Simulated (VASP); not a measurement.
# TiO2 (Rutile) (P4_2/mnm) in VASP: further runs

One crystal, TiO2 (Rutile), is run at these levels: PBE, r2SCAN, HSE06; tasks: single point.

Program: VASP 6.6.1. These are calculated values, not measurements. Logs are shortened: lines on timing, memory, paths and dates and some standing lists are left out, and cuts for length are marked.

**Experimental background.**

“Shallow Valence Band of Rutile GeO2 and P-type Doping”, 2020, arxiv:2011.08928 quotes, for a bulk crystal of TiO2 at 1.6 K: band gap 3.03 eV (direct).

How close the calculation comes is told below.

## Step 1: The structure

It takes space group P4_2/mnm (No. 136, tetragonal). Conventional cell: a = 4.592 Å, b = 4.592 Å, c = 2.957 Å, α = 90.00°, β = 90.00°, γ = 90.00°. Around Ti (site symmetry mmm) lie 6 O at 1.95 to 1.98 Å. O (site symmetry m2m) is surrounded by 3 Ti at 1.95 to 1.98 Å.

## Step 2: Single point, PBE

INCAR

```
ALGO = Normal ; EDIFF = 1E-6
ENCUT = 520 ; GGA = PE
ISIF = 2 ; ISMEAR = -1
KPAR = 4 ; LASPH = True
LCHARG = True ; LREAL = False
LVHAR = True ; LWAVE = False
NELM = 80 ; PREC = Accurate
SIGMA = 0.02
```

KPOINTS

```
k-points
0
Gamma
  5 5 8
```

POSCAR

```
TiO2
1.0
    4.5922000000      0.0000000000      0.0000000000
    0.0000000000      4.5922000000      0.0000000000
    0.0000000000      0.0000000000      2.9574000000
Ti O
2 4
Direct
    0.0000000000      0.0000000000      0.0000000000
    0.5000000000      0.5000000000      0.5000000000
    0.3049600000      0.3049600000      0.0000000000
    0.1950400000      0.8049600000      0.5000000000
    0.6950400000      0.6950400000      0.0000000000
    0.8049600000      0.1950400000      0.5000000000
```

Potentials or basis: VASP PAW PBE potentials, release 64 (Ti_sv, O).

Command:

```sh
$ cat potpaw_PBE.64/Ti_sv/POTCAR potpaw_PBE.64/O/POTCAR > POTCAR
$ mpirun -np 4 vasp_std > vasp.out
```

OUTCAR:

```text
EDIFF = 1E-6
   ENCUT = 520
   GGA = PE
   ISIF = 2
   ISMEAR = -1
   LASPH = True
   LREAL = False
   NELM = 80
   PREC = Accurate

 ion  position               nearest neighbor table
   1  0.000  0.000  0.000-   4 1.95   6 1.95   4 1.95   6 1.95   5 1.98   3 1.98
   2  0.500  0.500  0.500-   3 1.95   5 1.95   3 1.95   5 1.95   4 1.98   6 1.98
   3  0.305  0.305  0.000-   2 1.95   2 1.95   1 1.98
   4  0.195  0.805  0.500-   1 1.95   1 1.95   2 1.98
   5  0.695  0.695  0.000-   2 1.95   2 1.95   1 1.98
   6  0.805  0.195  0.500-   1 1.95   1 1.95   2 1.98

  LATTYP: Found a simple tetragonal cell.
 ALAT       =     4.5922000000
 C/A-ratio  =     0.6440050520

  Lattice vectors:

 A1 = (   4.5922000000,   0.0000000000,   0.0000000000)
 A2 = (   0.0000000000,   4.5922000000,   0.0000000000)
 A3 = (   0.0000000000,   0.0000000000,   2.9574000000)

Analysis of symmetry for initial positions (statically):
=====================================================================
 Subroutine PRICEL returns:
 Original cell was already a primitive cell.

 Routine SETGRP: Setting up the symmetry group for a
 simple tetragonal supercell.

 Subroutine GETGRP returns: Found 16 space group operations
 (whereof  8 operations were pure point group operations)
 out of a pool of 16 trial point group operations.

The static configuration has the point symmetry D_2h.
 The point group associated with its full space group is D_4h.

Analysis of symmetry for dynamics (positions and initial velocities):
=====================================================================
 Subroutine PRICEL returns:
 Original cell was already a primitive cell.

 Routine SETGRP: Setting up the symmetry group for a
 simple tetragonal supercell.

 Subroutine GETGRP returns: Found 16 space group operations
 (whereof  8 operations were pure point group operations)
 out of a pool of 16 trial point group operations.

The dynamic configuration has the point symmetry D_2h.
 The point group associated with its full space group is D_4h.

 Subroutine INISYM returns: Found 16 space group operations
 (whereof  8 operations are pure point group operations),
 and found     1 'primitive' translations

----------------------------------------------------------------------------------------

                                     Primitive cell

  volume of cell :      62.3665

  direct lattice vectors                    reciprocal lattice vectors
     4.592200000  0.000000000  0.000000000     0.217760550  0.000000000  0.000000000
     0.000000000  4.592200000  0.000000000     0.000000000  0.217760550  0.000000000
     0.000000000  0.000000000  2.957400000     0.000000000  0.000000000  0.338134848

  length of vectors
     4.592200000  4.592200000  2.957400000     0.217760550  0.217760550  0.338134848

  position of ions in fractional coordinates (direct lattice)
     0.000000000  0.000000000  0.000000000
     0.500000000  0.500000000  0.500000000
     0.304960000  0.304960000  0.000000000
     0.195040000  0.804960000  0.500000000
     0.695040000  0.695040000  0.000000000
     0.804960000  0.195040000  0.500000000

  ion indices of the primitive-cell ions
   primitive index   ion index
                 1           1
                 2           2
                 3           3
                 4           4
                 5           5
                 6           6

----------------------------------------------------------------------------------------

 KPOINTS: k-points

Automatic generation of k-mesh.
 Grid dimensions read from file:
 generate k-points for:    5    5    8

 Generating k-lattice:

  Cartesian coordinates                     Fractional coordinates (reciprocal lattice)
     0.043552110  0.000000000  0.000000000     0.200000000  0.000000000  0.000000000
     0.000000000  0.043552110  0.000000000     0.000000000  0.200000000  0.000000000
     0.000000000  0.000000000  0.042266856     0.000000000  0.000000000  0.125000000

  Length of vectors
     0.043552110  0.043552110  0.042266856

  Shift w.r.t. Gamma in fractional coordinates (k-lattice)
     0.000000000  0.000000000  0.000000000

 Subroutine IBZKPT returns following result:
 ===========================================

 Found     30 irreducible k-points:

 Following reciprocal coordinates:
            Coordinates               Weight
  0.000000  0.000000  0.000000      1.000000
  0.200000  0.000000  0.000000      4.000000
  0.400000  0.000000  0.000000      4.000000
  0.200000  0.200000  0.000000      4.000000
  0.400000  0.200000  0.000000      8.000000
  0.400000  0.400000  0.000000      4.000000
[... 16 lines left out ...]
  0.400000  0.200000  0.375000     16.000000
  0.400000  0.400000  0.375000      8.000000
 [... further k-points ...]
   k-points           NKPTS =     30   k-points in BZ     NKDIM =     30   number of bands    NBANDS=     28
   number of dos      NEDOS =    301   number of ions     NIONS =      6
   total plane-waves  NPLWV =  31104
   dimension x,y,z NGX =    36 NGY =   36 NGZ =   24
   dimension x,y,z NGXF=    72 NGYF=   72 NGZF=   48
   ions per type =               2   4
   NGX,Y,Z   is equivalent  to a cutoff of  13.03, 13.03, 13.49 a.u.
   NGXF,Y,Z  is equivalent  to a cutoff of  26.07, 26.07, 26.98 a.u.
 SYSTEM =  unknown system
   PREC   = accura    normal or accurate (medium, high low for compatibility)
   ISTART =      0    job   : 0-new  1-cont  2-samecut
   ICHARG =      2    charge: 1-file 2-atom 10-const
   ISPIN  =      1    spin polarized calculation?
   LNONCOLLINEAR =      F non collinear calculations
   LSORBIT =      F    spin-orbit coupling
   LASPH  =      T    aspherical Exc in radial PAW
   ENCUT  =  520.0 eV  38.22 Ry    6.18 a.u.   8.54  8.54  5.50*2*pi/ulx,y,z
   NELM   =     80;   NELMIN=  2; NELMDL= -5     # of ELM steps
   EDIFF  = 0.1E-05   stopping-criterion for ELM
   LREAL  =      F    real-space projection
   EDIFFG = 0.1E-04   stopping-criterion for IOM
   NSW    =      0    number of steps for IOM
   IBRION =     -1    ionic relax: 0-MD 1-quasi-New 2-CG
   NFREE  =      0    steps in history (QN), initial steepest desc. (CG)
   ISIF   =      2    stress and relaxation
   ISYM   =      2    0-nonsym 1-usesym 2-fastsym
   POTIM  = 0.5000    time-step for ionic-motion
   TEBEG  =    0.0;   TEEND  =   0.0 temperature during run
   PSTRESS=    0.0 pullay stress
   NELECT =      48.0000    total number of electrons
   NUPDOWN=      -1.0000    fix difference up-down
   EMIN   =  10.00;   EMAX   =-10.00  energy-range for DOS
   EFERMI =   0.00;   METHOD = LEGACY
   ISMEAR =    -1;   SIGMA  =   0.02  broadening in eV -4-tet -1-fermi 0-gaus
   EFERMI_NEDOS =   21; number of points for ismear=-14 and -15
   IALGO  =     38    algorithm
   IMIX   =      4    mixing-type and parameters
     AMIX     =   0.40;   BMIX     =  1.00
     AMIX_MAG =   1.60;   BMIX_MAG =  1.00
  volume/ion in A,a.u.               =      10.39        70.15
  Fermi-wavevector in a.u.,A,eV,Ry     =   1.500277  2.835112 30.624403  2.250830
  Thomas-Fermi vector in A             =   2.611798
   LORBIT       =      0    0 simple, 1 ext, 2 COOP (PROOUT), +10 PAW based schemes
   GGA     = PE    functional components
   LHFCALC =     F    Hartree Fock is set to
   AEXX    =    0.0000 exact exchange contribution
   IVDW    =     0    specifies the selected vdW correction
   LEPSILON=     F    determine dielectric tensor
   LRPA    =     F    only Hartree local field effects (RPA)
 non-spin polarized calculation
  energy-cutoff  :      520.00
  volume of cell :       62.37
 maximum number of plane-waves:      1692
 NGX is ok and might be reduce to    36
   NGX = 17   NGY = 17   NGZ = 11

 number of electron      48.0000022 magnetization

 Free energy of the ion-electron system (eV)
  ---------------------------------------------------
  ext. energy  EPLUGINS =         0.00000000
  ---------------------------------------------------
  free energy    TOTEN  =       -53.64203846 eV

  energy without entropy =      -53.64203846  energy(sigma->0) =      -53.64203846

 E-fermi :   5.2323     XC(G=0): -11.4176

 val. band max:        4.8598697471   @ k =   0.0000   0.0000   0.0000
 cond. band min:       6.7310533333   @ k =   0.0000   0.0000   0.0000
 fundamental gap:      1.8711835862
 Fermi energy:         5.2323088062

 k-point     1 :       0.0000    0.0000    0.0000
  band No.  band energies     occupation
      1     -52.0540      2.00000
      2     -52.0367      2.00000
      3     -28.3635      2.00000
      4     -28.3635      2.00000
      5     -28.1969      2.00000
      6     -28.1969      2.00000
[... 20 lines left out ...]
     27       7.2661      0.00000
     28       7.3555      0.00000

 k-point     2 :       0.2000    0.0000    0.0000
  band No.  band energies     occupation
      1     -52.0523      2.00000
      2     -52.0384      2.00000
      3     -28.3510      2.00000
      4     -28.3499      2.00000
      5     -28.2120      2.00000
      6     -28.2108      2.00000
[... 20 lines left out ...]
     27       7.5125      0.00000
     28       7.5423      0.00000

 k-point     3 :       0.4000    0.0000    0.0000
  band No.  band energies     occupation
      1     -52.0480      2.00000
      2     -52.0427      2.00000
      3     -28.3208      2.00000
      4     -28.3187      2.00000
      5     -28.2455      2.00000
      6     -28.2434      2.00000
[... 20 lines left out ...]
     27       7.7988      0.00000
     28       7.8538      0.00000

 k-point     4 :       0.2000    0.2000    0.0000
  band No.  band energies     occupation
      1     -52.0510      2.00000
      2     -52.0397      2.00000
      3     -28.3678      2.00000
      4     -28.3172      2.00000
      5     -28.2465      2.00000
      6     -28.1943      2.00000
[... 20 lines left out ...]
     27       7.4404      0.00000
     28       7.7928      0.00000

 k-point     5 :       0.4000    0.2000    0.0000
  band No.  band energies     occupation
      1     -52.0475      2.00000
      2     -52.0432      2.00000
      3     -28.3570      2.00000
      4     -28.3242      2.00000
      5     -28.2408      2.00000
      6     -28.2070      2.00000
[... 20 lines left out ...]
     27       7.5414      0.00000
     28       7.8307      0.00000

 k-point     6 :       0.4000    0.4000    0.0000
  band No.  band energies     occupation
      1     -52.0461      2.00000
      2     -52.0445      2.00000
      3     -28.3748      2.00000
      4     -28.3610      2.00000
      5     -28.2043      2.00000
      6     -28.1900      2.00000
[... 463 lines left out ...]
      5     -28.2276      2.00000
      6     -28.2227      2.00000
[... 20 lines left out ...]
     27       8.0246      0.00000
     28       8.1276      0.00000

 k-point    22 :       0.2000    0.2000    0.3750
  band No.  band energies     occupation
      1     -52.0130      2.00000
      2     -52.0086      2.00000
      3     -28.5361      2.00000
      4     -28.5249      2.00000
      5     -28.2530      2.00000
      6     -28.2236      2.00000
[... 20 lines left out ...]
     27       7.9718      0.00000
     28       8.0408      0.00000

 k-point    23 :       0.4000    0.2000    0.3750
  band No.  band energies     occupation
      1     -52.0116      2.00000
      2     -52.0100      2.00000
      3     -28.5355      2.00000
      4     -28.5296      2.00000
      5     -28.2461      2.00000
      6     -28.2276      2.00000
[... 20 lines left out ...]
     27       7.9592      0.00000
     28       8.0823      0.00000

 k-point    24 :       0.4000    0.4000    0.3750
  band No.  band energies     occupation
      1     -52.0111      2.00000
      2     -52.0104      2.00000
      3     -28.5284      2.00000
      4     -28.5249      2.00000
      5     -28.2564      2.00000
      6     -28.2480      2.00000
[... 20 lines left out ...]
     27       7.8907      0.00000
     28       7.9770      0.00000

 [... further k-points ...]

------------------------ aborting loop because EDIFF is reached ----------------------------------------

  FORCE on cell =-STRESS in cart. coord.  units (eV):
  Direction    XX          YY          ZZ          XY          YZ          ZX
  --------------------------------------------------------------------------------------
  -------------------------------------------------------------------------------------
  Total        2.4319046      2.4319046      2.2444665     -0.0000000      0.0000000      0.0000000
  in kB       62.4748839     62.4748839     57.6596574     -0.0000000      0.0000000      0.0000000
  external PRESSURE =      60.8698084 kB  Pullay stress =       0.0000000 kB

 VOLUME and BASIS-vectors are now :
 -----------------------------------------------------------------------------
  energy-cutoff  :      520.00
  volume of cell :       62.37
      direct lattice vectors                 reciprocal lattice vectors
     4.592200000  0.000000000  0.000000000     0.217760550  0.000000000  0.000000000
     0.000000000  4.592200000  0.000000000     0.000000000  0.217760550  0.000000000
     0.000000000  0.000000000  2.957400000     0.000000000  0.000000000  0.338134848

 POSITION                                       TOTAL-FORCE (eV/Angst)
 -----------------------------------------------------------------------------------
      0.00000      0.00000      0.00000         0.000000     -0.000000      0.000000
      2.29610      2.29610      1.47870         0.000000     -0.000000      0.000000
      1.40044      1.40044      0.00000        -0.088975     -0.088975     -0.000000
      0.89566      3.69654      1.47870         0.088975     -0.088975      0.000000
      3.19176      3.19176      0.00000         0.088975      0.088975      0.000000
      3.69654      0.89566      1.47870        -0.088975      0.088975      0.000000
 -----------------------------------------------------------------------------------
    total drift:                                0.000000      0.000000     -0.000000

  FREE ENERGIE OF THE ION-ELECTRON SYSTEM (eV)
  ---------------------------------------------------
  free  energy   TOTEN  =       -53.6420384609 eV

  energy  without entropy=      -53.6420384608  energy(sigma->0) =      -53.64203846
```

Run time: 22 s. Hardware: 4 MPI ranks of Intel Xeon Platinum 8488C (Sapphire Rapids), shared host; peak memory 0.19 GiB.

Results:

* Free energy: -53.6420 eV
* Pressure: 6.1 GPa
* Largest force: 0.126 eV/Å
* Band gap on the k mesh: 1.87 eV, direct

Forces on the atoms (eV/Å):
```
Ti   0.000  0.000  0.000
Ti   0.000  0.000  0.000
O   -0.089 -0.089  0.000
O    0.089 -0.089  0.000
O    0.089  0.089  0.000
O   -0.089  0.089  0.000
```

Caveat: an odd mesh through Γ misses points on the zone boundary, where band edges often lie.

## Step 3: Single point, r2SCAN

INCAR

```
ALGO = Normal ; EDIFF = 1E-6
ENCUT = 520 ; ISIF = 2
ISMEAR = -1 ; KPAR = 4
LASPH = True ; LCHARG = True
LMIXTAU = True ; LREAL = False
LVHAR = True ; LWAVE = False
METAGGA = R2SCAN ; NELM = 80
PREC = Accurate ; SIGMA = 0.02
```

KPOINTS is that of step 2.

POSCAR is that of step 2.

Potentials or basis: VASP PAW PBE potentials, release 64 (Ti_sv, O).

Command:

```sh
$ cat potpaw_PBE.64/Ti_sv/POTCAR potpaw_PBE.64/O/POTCAR > POTCAR
$ mpirun -np 4 vasp_std > vasp.out
```

Run time: 54 s. Hardware: 4 MPI ranks of Intel Xeon Platinum 8488C (Sapphire Rapids), shared host; peak memory 0.19 GiB.

The run converged. Its results:

* Free energy: -69.7934 eV
* Pressure: 1.5 GPa
* Largest force: 0.085 eV/Å
* Band gap on the k mesh: 2.24 eV, direct

Forces in eV/Å, atoms in the order of the input:
```
Ti   0.000  0.000  0.000
Ti   0.000  0.000  0.000
O   -0.060 -0.060  0.000
O    0.060 -0.060  0.000
O    0.060  0.060  0.000
O   -0.060  0.060  0.000
```

Stress tensor (GPa, compression positive):
```
1.41 0.00 0.00
0.00 1.41 0.00
0.00 0.00 1.55
```

Levels at points of the mesh, in eV from the valence-band top:
```
           k point  band 21  band 22  band 23  band 24  band 25  band 26  band 27  band 28
(0.00, 0.00, 0.00)    -0.77    -0.48    -0.48     0.00     2.24     2.58     2.79     2.88
(0.00, 0.00, 0.50)    -2.40    -2.40    -1.48    -1.48     3.34     3.34     3.58     3.58
```

Caveat: the PAW data sets were made with another functional, which shifts forces and pressure a little; an odd mesh through Γ misses points on the zone boundary, where band edges often lie.

## Step 4: Single point, HSE06

POSCAR is that of step 3.

INCAR.step1

```
ALGO = Normal ; EDIFF = 1E-5
ENCUT = 520 ; GGA = PE
ISIF = 2 ; ISMEAR = -1
KPAR = 4 ; LASPH = True
LREAL = False ; LWAVE = True
NELM = 80 ; PREC = Accurate
SIGMA = 0.02
```

INCAR.step2

```
ALGO = Normal ; EDIFF = 1E-6
ENCUT = 520 ; GGA = PE
HFSCREEN = 0.2 ; ISIF = 2
ISMEAR = -1 ; ISTART = 1
KPAR = 4 ; LASPH = True
LCHARG = True ; LHFCALC = True
LREAL = False ; LVHAR = True
LWAVE = False ; NELM = 80
PREC = Accurate ; PRECFOCK = Fast
SIGMA = 0.02
```

KPOINTS

```
k-points
0
Gamma
  4 4 6
```

Command:

```sh
$ cat potpaw_PBE.64/Ti_sv/POTCAR potpaw_PBE.64/O/POTCAR > POTCAR
$ cp INCAR.step1 INCAR
$ mpirun -np 4 vasp_std > vasp.out
$ cp INCAR.step2 INCAR
$ mpirun -np 4 vasp_std > vasp.out
```

It took 21 min on 4 MPI ranks of Intel Xeon Platinum 8488C (Sapphire Rapids), shared host; peak memory 0.3 GiB.

It converged, with:

```
Free energy            : -66.4070 eV
Pressure               : -2.0 GPa
Largest force          : 0.065 eV/Å
Band gap on the k mesh : 3.39 eV, direct
```

Forces on the atoms (eV/Å):
```
Ti   0.000  0.000  0.000
Ti   0.000  0.000  0.000
O    0.046  0.046  0.000
O   -0.046  0.046  0.000
O   -0.046 -0.046  0.000
O    0.046 -0.046  0.000
```

Stress tensor (GPa, compression positive):
```
-1.68  0.00  0.00
 0.00 -1.68  0.00
 0.00  0.00 -2.63
```

Levels at points of the mesh, in eV from the valence-band top:
```csv
k point,band 21,band 22,band 23,band 24,band 25,band 26,band 27,band 28
"(0.00, 0.00, 0.00)",-0.75,-0.43,-0.43,0.00,3.39,3.72,3.99,4.08
"(0.50, 0.00, 0.00)",-1.76,-1.76,-0.81,-0.81,4.13,4.13,4.66,4.66
"(0.50, 0.50, 0.00)",-1.44,-1.44,-1.12,-1.12,3.42,3.42,4.11,4.11
"(0.00, 0.00, 0.50)",-2.51,-2.51,-1.60,-1.60,4.56,4.56,4.90,4.90
"(0.50, 0.00, 0.50)",-2.23,-2.23,-1.12,-1.12,3.42,3.42,4.94,4.94
"(0.50, 0.50, 0.50)",-1.36,-1.36,-0.75,-0.75,4.16,4.16,4.87,4.87
```

Caveat: the PAW data sets were made with another functional, which shifts forces and pressure a little.

## Step 5: The runs side by side

| level | k mesh | grid for exact exchange (PRECFOCK) | screening parameter | gap on the mesh (eV) | pressure (GPa) | largest force (eV/Å) |
| --- | --- | --- | --- | --- | --- | --- |
| PBE | 5 × 5 × 8 | - | - | 1.87 | 6.1 | 0.13 |
| r2SCAN | 5 × 5 × 8 | - | - | 2.24 | 1.5 | 0.08 |
| HSE06 | 4 × 4 × 6 | Fast | 0.2 1/A | 3.39 | -2.0 | 0.06 |

Alike in all rows: task single point; potentials or basis VASP PAW PBE potentials, release 64 (Ti_sv, O); no spin polarisation; cell as given; cutoff (eV) 520; smearing fermi-dirac 0.02 eV.

On the cell as given the gap runs from 1.87 eV (PBE) to 3.39 eV (HSE06); the meshes differ, which moves gaps too. The pressure there spans -2.0 GPa (HSE06) to 6.1 GPa (PBE); a positive pressure means that this level wants a larger cell, a negative one a smaller.

Caveats: an odd mesh through Γ misses points on the zone boundary, where band edges often lie (some runs); the PAW data sets were made with another functional, which shifts forces and pressure a little (some runs).

Total energies depend on the potentials used, so only differences within one code and one set of settings carry meaning.

## Step 6: How close it comes

Step 2. The gap isn't set beside the measured one, since this odd mesh misses points on the zone boundary.

Step 3. The gap isn't set beside the measured one, since this odd mesh misses points on the zone boundary.

Step 4. A measured gap of TiO2 is 3.03 eV (direct; 1.6 K; quoted in “Shallow Valence Band of Rutile GeO2 and P-type Doping”, 2020, arxiv:2011.08928); the calculated 3.39 eV misses it by +0.36 eV. 2 values of this kind are on record in papers (3.03 to 3.05 eV); this one was drawn at random among those near their median. The value is that of HSE06 on a finite k mesh, which can miss the band edges, without temperature or zero-point motion.
